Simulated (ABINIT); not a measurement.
Crystal: Pt.

```
Pt
1.0
    -1.58422    1.58422    1.58422
     1.58422   -1.58422    1.58422
     1.58422    1.58422   -1.58422
Pt
1
Direct
  0.00000 0.00000 0.00000
```

This isn't the form of Pt at room conditions, which is fcc.

| Item | Value |
| --- | --- |
| Program | ABINIT 10.8.3 (patched build) |
| Task | single point |
| Functional | PBE |
| Potentials or basis | JTH PAW PBE v2.0 |
| Cutoff | 435 eV |
| k mesh | 12 × 12 × 12 |
| Occupations | fermi-dirac, width 0.05 eV |
| Spin | no spin polarisation |

On this cell: pressure -0.8 GPa; band gap on the k mesh none (metal or under the smearing width).

The same run follows on a disturbed copy (cell strained at random at fixed volume):

```
CELL_PARAMETERS angstrom
-1.51792 1.61257 1.57266
1.58438 -1.59122 1.61776
1.52358 1.59687 -1.55131
ATOMIC_POSITIONS crystal
Pt 0.98769 0.99114 0.98751
```

Q: What changes?

A: The energy (extrapolated to zero smearing) moves by +12.6 meV/atom; pressure -0.3 GPa; band gap on the k mesh none (metal or under the smearing width).

Stress tensor (GPa, compression positive):
```
-1.76 -0.14 -6.09
-0.14  0.90 -2.08
-6.09 -2.08  0.04
```
